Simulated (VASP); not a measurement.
# AlN (P6_3mc) in VASP: notebook

Runs on AlN. Level: PBE+D3(BJ). Tasks: relaxation of shape and atoms at fixed volume.

Program: VASP 6.6.1. These are calculated values, not measurements. Logs are shortened: lines on timing, memory, paths and dates and some standing lists are left out, and cuts for length are marked.

**The experiment to reproduce.**

“Self-assembly of well-separated AlN nanowires directly on sputtered metallic TiN films”, 2019, arxiv:1910.07391 quotes, for a bulk crystal of AlN at 10 K: band gap 6.034 eV (an exciton energy, a little under the gap).

How close the calculation comes is told below.

## (1) The crystal as given

It takes space group P6_3mc (No. 186, hexagonal). Conventional cell: a = 3.107 Å, b = 3.107 Å, c = 4.976 Å, α = 90.00°, β = 90.00°, γ = 120.00°. Around Al (site symmetry 3m) lie 4 N at 1.89 to 1.90 Å. Around N (site symmetry 3m) lie 4 Al at 1.89 to 1.90 Å.

## (2) Relaxation of shape and atoms at fixed volume, PBE+D3(BJ) (a relaxed cell with its volume scaled by 0.96)

Input file INCAR:

```
  ALGO = Normal
  EDIFF = 1E-7
  EDIFFG = -0.01
  ENCUT = 600
  GGA = PE
  IBRION = 2
  ISIF = 4
  ISMEAR = 0
  IVDW = 12
  LASPH = T
  LCHARG = F
  LREAL = F
  LWAVE = F
  NELM = 80
  NSW = 40
  PREC = Accurate
  SIGMA = 0.03
```

Input file KPOINTS:

```
k-points
0
Gamma
  12 12 6
```

Input file POSCAR:

```
AlN                                     
1.0
    3.0652623697      0.0000000000     -0.0000000000
   -1.5326311849      2.6545950814      0.0000000000
    0.0000000000      0.0000000000      4.9084989951
  Al              N             
     2     2
Direct
     0.3333333332999970    0.6666666667000030    0.9990618219442239
     0.6666666667000030    0.3333333332999970    0.4990618219442238
     0.3333333332999970    0.6666666667000030    0.3809381780557788
     0.6666666667000030    0.3333333332999970    0.8809381780557787
```

Potentials or basis: VASP PAW PBE potentials, release 64 (Al, N).

Command:

```sh
cat potpaw_PBE.64/Al/POTCAR potpaw_PBE.64/N/POTCAR > POTCAR
mpirun -np 1 vasp_std > vasp.out
```

OUTCAR:

```text
EDIFF = 1E-7
   EDIFFG = -0.01
   ENCUT = 600
   GGA = PE
   IBRION = 2
   ISIF = 4
   ISMEAR = 0
   IVDW = 12
   LASPH = T
   LREAL = F
   NELM = 80
   NSW = 40
   PREC = Accurate
 IVDW          = 12

 ion  position               nearest neighbor table
   1  0.333  0.667  0.999-   4 1.86   4 1.86   4 1.86   3 1.87   2 3.03   2 3.03   2 3.03   2 3.03
                             2 3.03   2 3.03
   2  0.667  0.333  0.499-   3 1.86   3 1.86   3 1.86   4 1.87   1 3.03   1 3.03   1 3.03   1 3.03
                             1 3.03   1 3.03
   3  0.333  0.667  0.381-   2 1.86   2 1.86   2 1.86   1 1.87
   4  0.667  0.333  0.881-   1 1.86   1 1.86   1 1.86   2 1.87

  LATTYP: Found a hexagonal cell.
 ALAT       =     3.0652623697
 C/A-ratio  =     1.6013307845

  Lattice vectors:

 A1 = (   3.0652623697,   0.0000000000,   0.0000000000)
 A2 = (  -1.5326311849,   2.6545950814,   0.0000000000)
 A3 = (   0.0000000000,   0.0000000000,   4.9084989951)

Analysis of symmetry for initial positions (statically):
=====================================================================
 Subroutine PRICEL returns:
 Original cell was already a primitive cell.

 Routine SETGRP: Setting up the symmetry group for a
 hexagonal supercell.

 Subroutine GETGRP returns: Found 12 space group operations
 (whereof  6 operations were pure point group operations)
 out of a pool of 24 trial point group operations.

The static configuration has the point symmetry C_3v.
 The point group associated with its full space group is C_6v.

Analysis of symmetry for dynamics (positions and initial velocities):
=====================================================================
 Subroutine PRICEL returns:
 Original cell was already a primitive cell.

 Routine SETGRP: Setting up the symmetry group for a
 hexagonal supercell.

 Subroutine GETGRP returns: Found 12 space group operations
 (whereof  6 operations were pure point group operations)
 out of a pool of 24 trial point group operations.

The dynamic configuration has the point symmetry C_3v.
 The point group associated with its full space group is C_6v.

 Subroutine INISYM returns: Found 12 space group operations
 (whereof  6 operations are pure point group operations),
 and found     1 'primitive' translations

----------------------------------------------------------------------------------------

                                     Primitive cell

  volume of cell :      39.9406

  direct lattice vectors                    reciprocal lattice vectors
     3.065262370  0.000000000  0.000000000     0.326236348  0.188352643  0.000000000
    -1.532631185  2.654595081  0.000000000     0.000000000  0.376705286  0.000000000
     0.000000000  0.000000000  4.908498995     0.000000000  0.000000000  0.203728268

  length of vectors
     3.065262370  3.065262370  4.908498995     0.376705286  0.376705286  0.203728268

  position of ions in fractional coordinates (direct lattice)
     0.333333333  0.666666667  0.999061822
     0.666666667  0.333333333  0.499061822
     0.333333333  0.666666667  0.380938178
     0.666666667  0.333333333  0.880938178

  ion indices of the primitive-cell ions
   primitive index   ion index
                 1           1
                 2           2
                 3           3
                 4           4

----------------------------------------------------------------------------------------

 KPOINTS: k-points

Automatic generation of k-mesh.
 Grid dimensions read from file:
 generate k-points for:   12   12    6

 Generating k-lattice:

  Cartesian coordinates                     Fractional coordinates (reciprocal lattice)
     0.027186362  0.015696054  0.000000000     0.083333333 -0.000000000  0.000000000
     0.000000000  0.031392107  0.000000000     0.000000000  0.083333333  0.000000000
     0.000000000  0.000000000  0.033954711     0.000000000  0.000000000  0.166666667

  Length of vectors
     0.031392107  0.031392107  0.033954711

  Shift w.r.t. Gamma in fractional coordinates (k-lattice)
     0.000000000  0.000000000  0.000000000

 Subroutine IBZKPT returns following result:
 ===========================================

 Found     76 irreducible k-points:

 Following reciprocal coordinates:
            Coordinates               Weight
  0.000000  0.000000  0.000000      1.000000
  0.083333  0.000000  0.000000      6.000000
  0.166667  0.000000  0.000000      6.000000
  0.250000  0.000000  0.000000      6.000000
  0.333333  0.000000  0.000000      6.000000
  0.416667  0.000000  0.000000      6.000000
[... 16 lines left out ...]
  0.250000  0.000000  0.166667     12.000000
  0.333333  0.000000  0.166667     12.000000
 [... further k-points ...]
   k-points           NKPTS =     76   k-points in BZ     NKDIM =     76   number of bands    NBANDS=     12
   number of dos      NEDOS =    301   number of ions     NIONS =      4
   total plane-waves  NPLWV =  23040
   dimension x,y,z NGX =    24 NGY =   24 NGZ =   40
   dimension x,y,z NGXF=    48 NGYF=   48 NGZF=   80
   ions per type =               2   2
   NGX,Y,Z   is equivalent  to a cutoff of  13.02, 13.02, 13.55 a.u.
   NGXF,Y,Z  is equivalent  to a cutoff of  26.03, 26.03, 27.10 a.u.
 SYSTEM =  unknown system
   PREC   = accura    normal or accurate (medium, high low for compatibility)
   ISTART =      0    job   : 0-new  1-cont  2-samecut
   ICHARG =      2    charge: 1-file 2-atom 10-const
   ISPIN  =      1    spin polarized calculation?
   LNONCOLLINEAR =      F non collinear calculations
   LSORBIT =      F    spin-orbit coupling
   LASPH  =      T    aspherical Exc in radial PAW
   ENCUT  =  600.0 eV  44.10 Ry    6.64 a.u.   6.12  6.12  9.80*2*pi/ulx,y,z
   NELM   =     80;   NELMIN=  2; NELMDL= -5     # of ELM steps
   EDIFF  = 0.1E-06   stopping-criterion for ELM
   LREAL  =      F    real-space projection
   EDIFFG = -.1E-01   stopping-criterion for IOM
   NSW    =     40    number of steps for IOM
   IBRION =      2    ionic relax: 0-MD 1-quasi-New 2-CG
   NFREE  =      1    steps in history (QN), initial steepest desc. (CG)
   ISIF   =      4    stress and relaxation
   ISYM   =      2    0-nonsym 1-usesym 2-fastsym
   POTIM  = 0.5000    time-step for ionic-motion
   TEBEG  =    0.0;   TEEND  =   0.0 temperature during run
   PSTRESS=    0.0 pullay stress
   NELECT =      16.0000    total number of electrons
   NUPDOWN=      -1.0000    fix difference up-down
   EMIN   =  10.00;   EMAX   =-10.00  energy-range for DOS
   EFERMI =   0.00;   METHOD = LEGACY
   ISMEAR =     0;   SIGMA  =   0.03  broadening in eV -4-tet -1-fermi 0-gaus
   EFERMI_NEDOS =   21; number of points for ismear=-14 and -15
   IALGO  =     38    algorithm
   IMIX   =      4    mixing-type and parameters
     AMIX     =   0.40;   BMIX     =  1.00
     AMIX_MAG =   1.60;   BMIX_MAG =  1.00
  volume/ion in A,a.u.               =       9.99        67.38
  Fermi-wavevector in a.u.,A,eV,Ry     =   1.206822  2.280563 19.815793  1.456420
  Thomas-Fermi vector in A             =   2.342478
   LORBIT       =      0    0 simple, 1 ext, 2 COOP (PROOUT), +10 PAW based schemes
   GGA     = PE    functional components
   LHFCALC =     F    Hartree Fock is set to
   AEXX    =    0.0000 exact exchange contribution
   IVDW    =    12    specifies the selected vdW correction
   LEPSILON=     F    determine dielectric tensor
   LRPA    =     F    only Hartree local field effects (RPA)
 conjugate gradient relaxation of ions
 non-spin polarized calculation
 Gauss-broadening in eV      SIGMA  =   0.03
  energy-cutoff  :      600.00
  volume of cell :       39.94
 maximum number of plane-waves:      1362
   NGX = 13   NGY = 13   NGZ = 19

--------------------------------------- Ionic step        1  -------------------------------------------

 number of electron      15.9999996 magnetization

 Free energy of the ion-electron system (eV)
  ---------------------------------------------------
  ext. energy  EPLUGINS =         0.00000000
  ---------------------------------------------------
  free energy    TOTEN  =       -29.67685030 eV

  energy without entropy =      -29.67685030  energy(sigma->0) =      -29.67685030

------------------------ aborting loop because EDIFF is reached ----------------------------------------

 Edisp (eV)   -1.12502

 E8    (eV) :    -0.4395

  FORCE on cell =-STRESS in cart. coord.  units (eV):
  Direction    XX          YY          ZZ          XY          YZ          ZX
  --------------------------------------------------------------------------------------
  -------------------------------------------------------------------------------------
  Total       2.29745     2.29745     2.13502    -0.00000     0.00000     0.00000
  in kB      92.16001    92.16001    85.64409    -0.00000     0.00000     0.00000
  external pressure =       89.99 kB  Pullay stress =        0.00 kB
[... 149 lines left out ...]
  energy  without entropy=      -30.8020871444  energy(sigma->0) =      -30.80208714

--------------------------------------- Ionic step        5  -------------------------------------------

 number of electron      15.9999997 magnetization

 Free energy of the ion-electron system (eV)
  ---------------------------------------------------
  ext. energy  EPLUGINS =         0.00000000
  ---------------------------------------------------
  free energy    TOTEN  =       -29.67711826 eV

  energy without entropy =      -29.67711826  energy(sigma->0) =      -29.67711826

 E-fermi :   6.7722     XC(G=0): -11.1069

 val. band max:        6.6220735644   @ k =   0.0000   0.0000   0.0000
 cond. band min:      11.2042160488   @ k =   0.0000   0.0000   0.0000
 fundamental gap:      4.5821424844
 Fermi energy:         6.7721590943

 k-point     1 :       0.0000    0.0000    0.0000
  band No.  band energies     occupation
      1      -8.8709      2.00000
      2      -6.5690      2.00000
      3       0.4079      2.00000
      4       5.6862      2.00000
      5       5.6862      2.00000
      6       6.3558      2.00000
      7       6.3558      2.00000
      8       6.6221      2.00000
      9      11.2042      0.00000
     10      13.6214      0.00000
     11      17.6042      0.00000
     12      18.0382      0.00000
[... 331 lines left out ...]
 k-point    24 :       0.3333    0.0000    0.1667
  band No.  band energies     occupation
      1      -7.4718      2.00000
      2      -6.1441      2.00000
      3       1.5308      2.00000
      4       2.5534      2.00000
      5       3.1683      2.00000
      6       4.7500      2.00000
      7       5.7950      2.00000
      8       5.9142      2.00000
      9      12.6465      0.00000
     10      13.4278      0.00000
     11      15.4527      0.00000
     12      17.1272      0.00000

 [... further k-points ...]

------------------------ aborting loop because EDIFF is reached ----------------------------------------

 Edisp (eV)   -1.12499

 E8    (eV) :    -0.4395

  FORCE on cell =-STRESS in cart. coord.  units (eV):
  Direction    XX          YY          ZZ          XY          YZ          ZX
  --------------------------------------------------------------------------------------
  -------------------------------------------------------------------------------------
  Total       2.22845     2.22845     2.22782    -0.00000     0.00000     0.00000
  in kB      89.39186    89.39186    89.36674    -0.00000     0.00000     0.00000
  external pressure =       89.38 kB  Pullay stress =        0.00 kB
[... 19 lines left out ...]
  FREE ENERGIE OF THE ION-ELECTRON SYSTEM (eV)
  ---------------------------------------------------
  free  energy   TOTEN  =       -30.8021122433 eV

  energy  without entropy=      -30.8021122433  energy(sigma->0) =      -30.80211224

 reached required accuracy - stopping structural energy minimisation
```

Run time: 62 s. Hardware: 1 thread of Intel Xeon Platinum 8259CL at 2.50GHz (Skylake/Cascade Lake), shared host; peak memory 0.19 GiB.

What came out:

```
Free energy                : -30.8021 eV
Energy gained by relaxing  : 0.1 meV/atom
Ionic steps                : 5
Pressure after relaxing    : 8.9 GPa
Band gap on the k mesh     : 4.58 eV, direct
Dispersion energy per atom : -0.281 eV
```

The path:
| step | energy change (eV) | largest force (eV/Å) | pressure (GPa) |
| --- | --- | --- | --- |
| 1 | 0.0000 | 0.0165 | 9.00 |
| 2 | -0.0002 | 0.0230 | 8.96 |
| 3 | -0.0002 | 0.0262 | 8.95 |
| 4 | -0.0002 | 0.0203 | 8.93 |
| 5 | -0.0002 | 0.0010 | 8.94 |

Final structure:
```cif
data_structure
_symmetry_space_group_name_H-M 'P 1'
_symmetry_Int_Tables_number 1
_cell_length_a 3.0686
_cell_length_b 3.0686
_cell_length_c 4.8980
_cell_angle_alpha 90.000
_cell_angle_beta 90.000
_cell_angle_gamma 120.000
_cell_volume 39.94
loop_
_atom_site_label
_atom_site_type_symbol
_atom_site_fract_x
_atom_site_fract_y
_atom_site_fract_z
_atom_site_occupancy
Al1 Al 0.33333 0.66667 0.99859 1
Al2 Al 0.66667 0.33333 0.49859 1
N1 N 0.33333 0.66667 0.38141 1
N2 N 0.66667 0.33333 0.88141 1
```

Levels at points of the mesh, in eV from the valence-band top:
```
           k point  band 5  band 6  band 7  band 8  band 9  band 10  band 11  band 12
(0.00, 0.00, 0.00)   -0.94   -0.27   -0.27    0.00    4.58     7.00    10.98    11.42
(0.50, 0.00, 0.00)   -3.47   -2.20   -1.86   -0.74    5.90     5.93     8.54    10.58
(0.00, 0.00, 0.50)   -0.61   -0.61   -0.61   -0.61    6.83     6.83    10.68    10.68
(0.50, 0.00, 0.50)   -1.55   -1.55   -1.42   -1.42    5.45     5.45     9.50     9.50
```

A k mesh can miss the band edges.

## (3) Relaxation of shape and atoms at fixed volume, PBE+D3(BJ) (a relaxed cell with its volume scaled by 0.98)

INCAR is that of step 2.

KPOINTS is that of step 2.

POSCAR: that of step 2 with these lines changed.

```diff
@@ -2,5 +2,5 @@
 1.0
-    3.0652623697      0.0000000000     -0.0000000000
-   -1.5326311849      2.6545950814      0.0000000000
-    0.0000000000      0.0000000000      4.9084989951
+    3.0864027782      0.0000000000     -0.0000000000
+   -1.5432013891      2.6729032122      0.0000000000
+    0.0000000000      0.0000000000      4.9423517821
   Al              N
```

Potentials or basis: VASP PAW PBE potentials, release 64 (Al, N).

Command:

```sh
cat potpaw_PBE.64/Al/POTCAR potpaw_PBE.64/N/POTCAR > POTCAR
mpirun -np 1 vasp_std > vasp.out
```

Wall time 75 s (1 thread of Intel Xeon Platinum 8259CL at 2.50GHz (Skylake/Cascade Lake), shared host); peak memory 0.21 GiB.

Results (log left out):

* Free energy: -30.8373 eV
* Energy gained by relaxing: 0.0 meV/atom
* Ionic steps: 4
* Pressure after relaxing: 4.2 GPa
* Largest force after relaxing: 0.008 eV/Å
* Band gap on the k mesh: 4.41 eV, direct
* Dispersion energy per atom: -0.275 eV

Forces in eV/Å, atoms in the order of the input:
```
Al   0.000  0.000  0.008
Al   0.000  0.000  0.008
N    0.000  0.000 -0.008
N    0.000  0.000 -0.008
```

Stress tensor (GPa, compression positive):
```
4.27 0.00 0.00
0.00 4.27 0.00
0.00 0.00 4.20
```

Final structure:
```cif
data_structure
_symmetry_space_group_name_H-M 'P 1'
_symmetry_Int_Tables_number 1
_cell_length_a 3.0880
_cell_length_b 3.0880
_cell_length_c 4.9372
_cell_angle_alpha 90.000
_cell_angle_beta 90.000
_cell_angle_gamma 120.000
_cell_volume 40.77
loop_
_atom_site_label
_atom_site_type_symbol
_atom_site_fract_x
_atom_site_fract_y
_atom_site_fract_z
_atom_site_occupancy
Al1 Al 0.33333 0.66667 0.99878 1
Al2 Al 0.66667 0.33333 0.49878 1
N1 N 0.33333 0.66667 0.38122 1
N2 N 0.66667 0.33333 0.88122 1
```

Levels at points of the mesh, in eV from the valence-band top:
| k point | band 4 | band 5 | band 6 | band 7 | band 8 | band 9 | band 10 | band 11 | band 12 |
| --- | --- | --- | --- | --- | --- | --- | --- | --- | --- |
| (0.00, 0.00, 0.00) | -0.91 | -0.91 | -0.24 | -0.24 | 0.00 | 4.41 | 6.84 | 10.81 | 11.29 |
| (0.50, 0.00, 0.00) | -4.24 | -3.41 | -2.15 | -1.82 | -0.72 | 5.86 | 5.88 | 8.38 | 10.44 |
| (0.00, 0.00, 0.50) | -3.38 | -0.58 | -0.58 | -0.58 | -0.58 | 6.66 | 6.66 | 10.51 | 10.51 |
| (0.50, 0.00, 0.50) | -5.71 | -1.51 | -1.51 | -1.39 | -1.39 | 5.38 | 5.38 | 9.39 | 9.39 |

A k mesh can miss the band edges.

## (4) Relaxation of shape and atoms at fixed volume, PBE+D3(BJ)

INCAR is that of step 3.

KPOINTS is that of step 3.

POSCAR: that of step 3 with these lines changed.

```diff
@@ -2,5 +2,5 @@
 1.0
-    3.0864027782      0.0000000000     -0.0000000000
-   -1.5432013891      2.6729032122      0.0000000000
-    0.0000000000      0.0000000000      4.9423517821
+    3.1072574837      0.0000000000     -0.0000000000
+   -1.5536287418      2.6909639169      0.0000000000
+    0.0000000000      0.0000000000      4.9757470639
   Al              N
```

Command:

```sh
cat potpaw_PBE.64/Al/POTCAR potpaw_PBE.64/N/POTCAR > POTCAR
mpirun -np 1 vasp_std > vasp.out
```

Wall time 37 s (1 thread of Intel Xeon Platinum 8259CL at 2.50GHz (Skylake/Cascade Lake), shared host); peak memory 0.21 GiB.

Results (log left out):

- Free energy: -30.8493 eV
- Pressure after relaxing: 0.0 GPa
- Band gap on the k mesh: 4.24 eV, direct
- Dispersion energy per atom: -0.270 eV

Final structure:
```yaml
crystal:
  lattice:
    - [3.10726, 0.00000, 0.00000]
    - [-1.55363, 2.69096, 0.00000]
    - [0.00000, 0.00000, 4.97575]
  atoms:
    - { symbol: Al, position: [0.33333, 0.66667, 0.99906] }
    - { symbol: Al, position: [0.66667, 0.33333, 0.49906] }
    - { symbol: N, position: [0.33333, 0.66667, 0.38094] }
    - { symbol: N, position: [0.66667, 0.33333, 0.88094] }
```

Levels at points of the mesh, in eV from the valence-band top:
```tsv
k point	band 6	band 7	band 8	band 9	band 10	band 11
(0.00, 0.00, 0.00)	-0.22	-0.22	0.00	4.24	6.69	10.64
(0.50, 0.00, 0.00)	-2.10	-1.78	-0.70	5.81	5.83	8.21
(0.00, 0.00, 0.50)	-0.56	-0.56	-0.56	6.50	6.50	10.35
(0.50, 0.00, 0.50)	-1.48	-1.37	-1.37	5.32	5.32	9.28
```

Caveat: the relaxation stopped at its first step, so nothing moved.

## (5) Summary

| cell | gap on the mesh (eV) | pressure (GPa) |
| --- | --- | --- |
| atoms relaxed at fixed volume from: a relaxed cell with its volume scaled by 0.96 | 4.58 | 8.9 |
| atoms relaxed at fixed volume from: a relaxed cell with its volume scaled by 0.98 | 4.41 | 4.2 |
| atoms relaxed at fixed volume | 4.24 | 0.0 |

Alike in all rows: task relaxation of shape and atoms at fixed volume; level PBE+D3(BJ); potentials or basis VASP PAW PBE potentials, release 64 (Al, N); no spin polarisation; k mesh 12 × 12 × 6; cutoff (eV) 600; smearing gaussian 0.03 eV.

Caveats: the relaxation stopped at its first step, so nothing moved (some runs).

Total energies depend on the potentials used, so only differences within one code and one set of settings carry meaning.

## (6) Comparison with measurements

Step 4. Measured gap of AlN: 6.034 eV (an exciton energy, a little under the gap; 10 K; quoted in “Self-assembly of well-separated AlN nanowires directly on sputtered metallic TiN films”, 2019, arxiv:1910.07391). This calculation gives 4.24 eV (-1.79 eV). 2 values of this kind are on record (6.034 to 6.0343 eV); this one was drawn at random. The value is that of PBE+D3(BJ) on a finite k mesh, which can miss the band edges, without temperature or zero-point motion. Semilocal functionals fall short of measured gaps as a rule.
